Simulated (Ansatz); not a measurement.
Crystal: TaSi2.

```xyz
9
Lattice="4.7839 0.0000 0.0000 -2.3920 4.1430 0.0000 0.0000 0.0000 6.5700" Properties=species:S:1:pos:R:3 pbc="T T T"
Ta   -1.1960    2.0715    2.1900
Ta    1.1960    2.0715    4.3800
Ta    2.3920    0.0000    0.0000
Si    1.1407    0.6586    2.1900
Si   -1.2512    3.4844    4.3800
Si    2.3920    2.8258    0.0000
Si    1.2512    3.4844    2.1900
Si    3.6432    0.6586    4.3800
Si    0.0000    1.3172    0.0000
```

Base run:

```yaml
Program: Ansatz 0.2.0
Functional: PBEsol
Potentials_or_basis: Ansatz PAW
Cutoff: "420 eV (not typed: the program's choice for these potentials)"
k_mesh: 5 × 5 × 3
Occupations: fermi-dirac, width 0.05 eV
Spin: no spin polarisation
Hubbard_terms: Ta d U = 8 eV
```

Its results: band gap on the k mesh none (metal or under the smearing width); pressure 0.8 GPa; largest force 0.201 eV/Å.

Question: The run is repeated on the same cell with these changes: hubbard terms from Ta d U = 8 eV to none; hubbard projectors from ortho-atomic (the default) to none. What comes out?

Answer: Band gap on the k mesh none (metal or under the smearing width); pressure -2.2 GPa; largest force 0.015 eV/Å.

Caveats: the PAW data sets come from PBE, with cores solved anew for the run's functional, which leaves a small shift of forces and pressure; U without spin polarisation on a metal has little footing (some runs); the U is typed as a test and isn't derived for this compound (some runs).
